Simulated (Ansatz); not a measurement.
Input of an Ansatz 0.2.0 run:

input.yaml

```yaml
crystal:
  lattice:
    - [3.1059, 0.0, 0.0]
    - [-1.55295, 2.6897883016, 0.0]
    - [0.0, 0.0, 4.9464]
  atoms:
    - { symbol: Ta, position: [0.6666666667, 0.3333333333, 0.74799] }
    - { symbol: Ta, position: [0.3333333333, 0.6666666667, 0.25201] }
    - { symbol: C, position: [0.0, 0.0, 0.0] }
hamiltonian:
  xc: lda
  pseudopotentials: { kind: paw }
  hubbard: { sites: [{ species: Ta, l: d, u_eff: 1.0 }] }
kpoints:
  mp_grid: { grid: [10, 10, 6] }
scf:
  occupations: { method: fermi_dirac, width: 0.05 }
output:
  forces: true
  stress: true
  eigenvalues: true
  write_density: true
  write_potential: true
  elf: true
  volumetric_format: npy
relax:
  f_tol: 0.01
  max_steps: 40
  cell: { stress_tol: 0.05 }
```

Potentials or basis: Ansatz PAW.

Command:

```console
$ ansatz run input.yaml --threads 2 --pin off --max-ram 5632MiB --backend cpu --events-out ev --progress --plain --runs-dir out
```

(1) Estimate the space group after relaxing (to 0.05 Å).

(2) Estimate the relaxed volume.

(3) Predict the relaxed cell.

Answers

(1) P-3m1 (No. 164).

(2) 13.39 Å³/atom.

(3) a = 3.080 Å, b = 3.080 Å, c = 4.891 Å, α = 90.00°, β = 90.00°, γ = 120.00°.

Caveat: U without spin polarisation on a metal has little footing; the PAW data sets come from PBE, with cores solved anew for the run's functional, which leaves a small shift of forces and pressure; the U is typed as a test and isn't derived for this compound.
